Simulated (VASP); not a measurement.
CdTe, 2 atoms in the cell. It takes space group F-43m (No. 216, cubic). Conventional cell: a = 6.410 Å, b = 6.410 Å, c = 6.410 Å, α = 90.00°, β = 90.00°, γ = 90.00°. Te (site symmetry -43m) has 4 Cd at 2.78 Å as nearest neighbours. Cd (site symmetry -43m) is surrounded by 4 Te at 2.78 Å. 

| Item | Value |
| --- | --- |
| Program | VASP 6.6.1 |
| Task | relaxation of cell and atoms |
| Functional | PBEsol |
| Potentials or basis | VASP PAW PBE potentials, release 64 (Te, Cd) |
| Cutoff | 600 eV |
| k mesh | 7 × 7 × 7 |
| Occupations | fermi-dirac, width 0.05 eV |
| Spin | no spin polarisation |
| Further INCAR settings | ALGO = Normal; EDIFF = 1e-06; IBRION = 2; EDIFFG = -0.01; NSW = 40; ISIF = 3 |

Potentials or basis: VASP PAW PBE potentials, release 64 (Te, Cd).

The run is started by

```bash
$ cat potpaw_PBE.64/Te/POTCAR potpaw_PBE.64/Cd/POTCAR > POTCAR
$ mpirun -np 1 vasp_std > vasp.out
```

Hardware: 1 thread of Intel(R) Xeon(R) Platinum 8488C (Sapphire Rapids), with other jobs on the host.

Estimate the wall time of this run.

Run time: 46 s on 1 thread of Intel(R) Xeon(R) Platinum 8488C (Sapphire Rapids), on a shared host, peak memory 0.22 GiB. Counts: scf iterations 30, k points 20, ion steps 3.
